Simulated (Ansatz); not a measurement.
## ZnS: what the electron mass says about interband coupling

Level of theory: Ansatz, DFT PBE, scalar-relativistic, plane waves, PAW.

Settings: cutoff 420 eV, Γ-centred mesh 12×12×2 on the computed 16-atom cell, Gaussian smearing of 0.02 eV; no spin polarisation.

Relaxed cell: P6_3mc, a = 3.848 Å, b = 3.848 Å, c = 25.159 Å, α = 90.00°, β = 90.00°, γ = 120.00°, 16 atoms in the primitive cell.

The direct gap at Γ is 2.032 eV, and at Γ the conduction band has a mass of 0.1655 mₑ and the lightest hole 0.1431 mₑ, both along z.

Q: Use two-band k·p theory to get the Kane energy. As an exercise, what mass follows if the true gap is 1.5 times the computed one (semilocal functionals can miss by more, threefold or worse in zinc and cadmium oxides)?

A: Coupling to the valence top alone gives mₑ/m* = 1 + E_P/E_g, so E_P = E_g (mₑ/m* − 1) = 2.032 × (6.04 − 1) = 10.2 eV. The light hole is the mirror band, mₑ/mₗₕ = E_P/E_g − 1, and gives 16.2 eV; the spread shows what other bands add. Fits to experiment give about 15 to 31 eV for common tetrahedral semiconductors; the figure from the electron is a net one, lowered by higher conduction bands, and semilocal functionals tend to give less. With E_P fixed and E_g = 3.05 eV the mass becomes 0.229 mₑ: in this model the mass grows with the gap, in proportion where E_P ≫ E_g, which is why functionals that close gaps give light electrons. A correction that opens the gap also strengthens the coupling, so the true mass usually rises less. Remote bands and spin-orbit splitting are left out of the model.

Cost: 3 runs of about 30 core-minutes in all, on Intel Xeon Processor @ 2.50GHz (Skylake/Cascade Lake) (shared hosts).

The two masses fall in the opposite order to the one the two-band model requires. Mutual repulsion between one conduction and one valence band should leave the hole heavier than the electron, yet the hole has 0.1431 mₑ and the electron 0.1655 mₑ. Higher p-like conduction states probably account for this: they push both bands down away from Γ, which flattens the conduction band and sharpens the valence band. The light hole fits the orbital picture, since along z the s-like conduction minimum, mainly Zn 4s with some S 3s, couples to the S 3p valence state pointing along that axis.

The computed gap is well below the measured one, and even the 3.05 eV of the exercise falls short. Besides the missing derivative discontinuity, PBE places the Zn 3d shell too high, so p–d repulsion raises the valence top too far. The electron mass is therefore probably too light, but 0.229 mₑ illustrates the scaling and is no prediction for ZnS. Masses along z alone do not establish the in-plane masses or the anisotropy.
